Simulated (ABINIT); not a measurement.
Runs of ABINIT 10.8.3 (patched build) on WS2. The cell holds a slab with vacuum, 3 atoms: a = 3.184 Å, b = 3.184 Å, c = 16.951 Å, α = 90.00°, β = 90.00°, γ = 120.00°. 

| task | potentials or basis | cell | k mesh | cutoff (eV) | smearing | cell freedom (optcell) | optimiser (ionmov) | cutoff smearing ecutsm (Ha) | force stop (Ha/bohr) | fine-grid cutoff | mesh quality | gap on the mesh (eV) | largest force (eV/Å) |
| --- | --- | --- | --- | --- | --- | --- | --- | --- | --- | --- | --- | --- | --- |
| relaxation of cell and atoms | JTH PAW LDA v2.0 | relaxed | 8 × 8 × 2 | 544 | fermi-dirac 0.05 eV | 2 | 2 | 0.5 | 2e-05 | 1088.46 eV | not flagged | (a) | - |
| optical spectrum by the Bethe-Salpeter equation | PseudoDojo NC SR LDA v0.4.1 standard | as given | 6 × 6 × 1, shifted | 816 | fixed | - | - | - | - | - | coarse | - | 0.43 |
| dielectric tensor | PseudoDojo NC SR LDA v0.4.1 standard | as given | 6 × 6 × 2, shifted | 816 | fixed | - | - | - | - | - | coarse | - | 0.43 |
| single point | PseudoDojo NC SR LDA v0.4.1 standard | as given | 8 × 8 × 2 | 816 | fermi-dirac 0.05 eV | - | - | - | - | - | not flagged | 2.05 | 0.43 |

Alike in all rows: level LDA; no spin polarisation.

Problem. Fill in the values left out.

Solution. (a) 2.32.

Caveats: some runs use coarse meshes; spin-orbit coupling is left out, which moves the levels of the heavy elements (some runs); spectra need much finer meshes, so this one isn't converged (some runs); exciton levels on so few k points bind far too strongly (some runs).

A k mesh can miss the band edges, and the runs leave out spin-orbit coupling on W.
